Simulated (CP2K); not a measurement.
TiO2:

```
Ti O
1.0
     5.29100    0.00000    0.00000
    -2.64550    4.58214    0.00000
     0.00000    0.00000    6.13300
Ti O
3 6
Cartesian
  -0.1593 4.5324 1.8398
  -1.1169 2.0969 3.9760
  1.4152 2.5626 6.1217
  1.2870 1.4239 1.3749
  3.4209 0.3493 3.4584
  3.2446 2.7658 5.4039
  0.6094 1.9284 4.8197
  -1.2884 3.3026 2.7933
  0.5241 3.9487 0.8773
```

The cell comes from a database or a generator and needn't be the stable form of this composition.

The cell isn't the ideal one: all atoms moved at random.

Base run:

| Quantity | Value |
| --- | --- |
| Program | CP2K 2026.2 |
| Functional | PBE |
| Potentials or basis | POTENTIAL_UZH Ti GTH-PBE-q12, O GTH-PBE-q6; DZVP-MOLOPT-PBE-GTH basis |
| Density cutoff | 11565 eV |
| k mesh | 5 × 5 × 4 |
| Occupations | fermi-dirac, width 0.05 eV |
| Spin | no spin polarisation |

Its results: band gap on the k mesh 3.17 eV, indirect (least direct gap 3.24 eV); pressure 20.6 GPa; largest force 41.444 eV/Å.

Task: After a change of settings the same cell gave: band gap on the k mesh 3.18 eV, indirect (least direct gap 3.25 eV); pressure 22.8 GPa; largest force 41.339 eV/Å. Which change was it?
A. functional from PBE to LDA
B. functional from PBE to PBEsol
C. functional from PBE to RPBE
D. functional from PBE to HLE16

Result: C.

RPBE binds less tightly than PBE, so the same cell stands under more pressure.

Caveats: an odd mesh through Γ misses points on the zone boundary, where band edges often lie; the basis of atomic orbitals isn't converged, which shifts pressures, moduli and gaps; forces of over 1 eV/Å show positions far from the minimum, so gaps and moduli don't describe the material at rest (some runs); the potentials were made for another functional, which shifts forces and pressure (some runs).
